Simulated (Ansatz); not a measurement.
Wurtzite BeO, treated with PBEsol (Ansatz, a first-principles code, plane waves, PAW).

Run with plane-wave cutoff 500 eV, 6×6×1 k mesh (along the axes of the cell as run), gaussian smearing 0.02 eV, scalar-relativistic PAW data made under PBE.

### Question
Estimate the surface energy of the (11-20) face and ionisation potential of the slab that the calculation returns.

### Answer

* **surface energy of the (11-20) face**: 1.57 J/m²
* **ionisation potential of the slab**: 7.38 eV

The slab of 40 atoms is relaxed and unreconstructed.

Computed values are for the static lattice.

It cost about 16 core-minutes (a rough figure) of CPU time.
